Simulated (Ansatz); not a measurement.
**Structures of Cu₃H: which is lowest?**

Plane-wave DFT in Ansatz with scalar-relativistic PAW potentials, cutoff 420 eV, Γ-centred meshes chosen by cell and gap, Gaussian smearing with energies taken to zero width. Every cell was relaxed (cell and atoms) in a run of its own, within the symmetry of its start. Functional: PBE.

Relaxed structures (starts from databases or built by putting these elements on another compound's sites):
A. Pm-3m, 4 atoms in the computed cell, a = 3.486 Å; sites (symmetry × multiplicity) Cu 4/mm.m × 3, H m-3m × 1; start: built
B. P6/mmm, 4 atoms in the computed cell, a = 4.086 Å, c = 2.990 Å; sites (symmetry × multiplicity) Cu -6m2 × 2 + 6/mmm × 1, H 6/mmm × 1; start: built
C. Pm-3m, 4 atoms in the computed cell, a = 3.600 Å; sites (symmetry × multiplicity) Cu 4/mm.m × 3, H m-3m × 1; start: built

Question: Rank them by energy. Could pressure change the order?

Answer:
| structure | group | E − E(lowest) (meV/atom) | V (Å³/atom) | gap on mesh (eV) |
| --- | --- | --- | --- | --- |
| C | Pm-3m | 0.0 | 11.67 | 0.00 |
| B | P6/mmm | 36 | 10.81 | 0.00 |
| A | Pm-3m | 59 | 10.59 | 0.00 |

C is lowest, 36 meV/atom under B. B is denser by 0.86 Å³/atom, so pressure favours it: ΔE/ΔV, with ΔE in eV and 1 eV/Å³ = 160.2 GPa, gives about 7 GPa for equal enthalpy if both cells were rigid, a rough figure since the two compress differently. Other structures may lie lower than all of these, and vibrations aren't counted.